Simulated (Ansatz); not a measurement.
Inside the gap of an insulator the Bloch states are evanescent, with a wavenumber k + iκ along the transport direction.

Given:

```yaml
crystal:
  lattice:
    - [7.55467, 0.00000, 0.00000]
    - [2.61673, 7.08701, 0.00000]
    - [1.64598, -4.11693, 2.28282]
  atoms:
    - { symbol: Ge, position: [0.44935, 0.55065, 0.10130] }
    - { symbol: Ge, position: [0.55065, 0.78268, 0.78268] }
    - { symbol: Ge, position: [0.00000, 0.66667, 0.11602] }
    - { symbol: O, position: [0.69535, 0.06065, 0.45625] }
    - { symbol: O, position: [0.39560, 0.69373, 0.60278] }
    - { symbol: O, position: [0.90905, 0.51362, 0.20897] }
    - { symbol: O, position: [0.60440, 0.63960, 0.94425] }
    - { symbol: O, position: [0.09095, 0.81972, 0.42412] }
    - { symbol: O, position: [0.30465, 0.27268, 0.36363] }
```

The cell is taken as given; by r2SCAN it stands under a pressure of -0.7 GPa.

Transport runs along the normal of the first two printed cell vectors, the (111) plane of the conventional cell.

No gap correction and no spin-orbit coupling; mid-gap is the computed energy nearest the middle.

**Question.** Predict the band gap and the smallest decay constant κ at mid-gap from r2SCAN in Ansatz (a program for electronic structure).

**Answer.** Gap 4.17 eV on a 14×14×14 mesh; κ = 0.351 1/Å, at the zone centre.
